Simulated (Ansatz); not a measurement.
# SiO2: energy along a strain

SiO2, P6_422, a = 5.060 Å, c = 5.541 Å. This isn't the usual stable structure of the compound. Ansatz: r2SCAN, PAW, 500 eV, Γ-centred 6×6×4 mesh on 9 atoms, Gaussian smearing 0.05 eV; no spin polarisation. Cell vectors (Å): 5.060 0.000 0.000; -2.530 4.382 0.000; 0.000 0.000 5.541. The cell is strained by x per cent times the pattern (1 1 0 0 0 0) in the order xx yy zz yz xz xy (engineering shears), with fractional coordinates held. y is the free energy over the start, V0 = 13.650 Å³/atom.

```tsv
x (%)	y (meV/atom)
-6.00	138.09
-4.50	75.46
-3.00	32.55
-1.50	?
0.00	0.00
1.50	7.59
3.00	29.41
4.50	64.27
5.25	86.23
6.00	111.05
```

Fit y = c2 x² + c3 x³ to the other rows, get the stiffness along the pattern, and predict the missing energy.

Least squares on the rows shown. y = 3.4570 x² − 0.062388 x³. The clamped-ion stiffness p·C·p = 2 × 34.57 eV × 160.2 / 13.650 Å³ = 811 GPa. At x = -1.50 the fit asked for gives 7.99 meV/atom. The run gave 7.87 meV/atom, so the fit is 0.12 meV/atom too high, within the rms miss on the fitted rows (0.14 meV/atom).